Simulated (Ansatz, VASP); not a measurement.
# One calculation of Cs, two programs

```
Cs
1.0
    -3.02250    3.02250    3.02250
     3.02250   -3.02250    3.02250
     3.02250    3.02250   -3.02250
Cs
1
Direct
  0.00000 0.00000 0.00000
```

Alike in both runs: task single point; functional PBEsol; dispersion D4; k mesh 9 × 9 × 9; occupations fermi-dirac, width 0.05 eV; no spin polarisation.

|  | VASP | Ansatz |
| --- | --- | --- |
| version | VASP 6.6.1 | Ansatz 0.2.0 |
| potentials or method | VASP PAW PBE potentials, release 64 (Cs_sv), cutoff 520 eV | all-electron PAW with datasets made for the crystal, scalar-relativistic |

|  | VASP | Ansatz | Ansatz less VASP |
| --- | --- | --- | --- |
| gap on the k mesh at the Fermi level (eV) | none | none | - |
| pressure (GPa) | -0.1 | -0.1 | +0.01 |
| dispersion energy (meV/atom) | -37.7 | -37.8 | -0.11 |

A gap of «none» marks a metal or a gap that the smearing closes. Ansatz ran all-electron here, so the differences hold the error of VASP's frozen core and of both bases.

Caveats: the PAW data sets were made with another functional, which shifts forces and pressure a little (VASP); pairwise dispersion overbinds metals, which lowers pressure and volume. Spin-orbit coupling is left out, which matters for the levels of Cs.
